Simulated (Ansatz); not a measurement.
Zone-centre phonons of Te: input and output

All numbers below come from DFT PBEsol, scalar-relativistic, plane waves, PAW (Ansatz).

Launched with:
```bash
ansatz run input.yaml --threads 1 --pin off --max-ram 4096MiB --backend cpu --events-out ev --progress --plain --runs-dir out
```

Input (bare energies are in eV):
```yaml
crystal:
  lattice:
    - [4.3186344931, 0.0, 0.0]
    - [-2.1593172465, 3.7400471807, 0.0]
    - [0.0, 0.0, 5.9297211277]
  atoms:
    - { symbol: Te, position: [0.2878598087, 0.0, 0.3333333333] }
    - { symbol: Te, position: [0.0, 0.2878598087, 0.6666666667] }
    - { symbol: Te, position: [0.7121401913, 0.7121401913, 0.0] }
basis:
  ecutwfc: 420
kpoints:
  mp_grid: { grid: [12, 12, 8] }
hamiltonian:
  xc: pbesol
scf:
  occupations: { method: fermi_dirac, width: 0.15 }
output:
  eigenvalues: true
phonons:
  method: dfpt
  eigenvectors: true
```

Results section of the output:
```
--- Phonons (Γ-DFPT): 3 representative perturbations + reference, on 320 of 1152 k-points (Σ response iterations 9) ---
  k mesh reduced under 2 symmetry operations, with k and −k counted as one. Each operation leaves every solved displacement unchanged or reverses it
  ASR residual: 3.148e-5 → 0.000e0 eV/Å²; symmetrization residual: 7.774e-6 eV/Å²
  ASR residual per site (eV/Å²): 3.15e-5 3.15e-5 3.15e-5
  Γ frequencies (cm⁻¹): 0.00 0.00 0.00 73.97 73.97 83.10 86.71 117.83 117.83
  non-analytic LO–TO correction: not included (Born effective charges unavailable; polar crystals: no LO–TO splitting at Γ)
```

It took 3.8 min on 1 thread of Intel(R) Xeon(R) Platinum 8488C (Sapphire Rapids) (shared host), peak memory 2.8 GiB.

With next to no gap, frequencies and elastic constants depend on the k mesh and the smearing, soft modes and shear constants most.

On the mesh the filled and empty bands stay 0.03 eV apart, little enough for the smearing to populate both, so at this level the crystal is a narrow-gap semiconductor or semimetal, not an ordinary metal; spin–orbit coupling, left out, can open or move such a gap.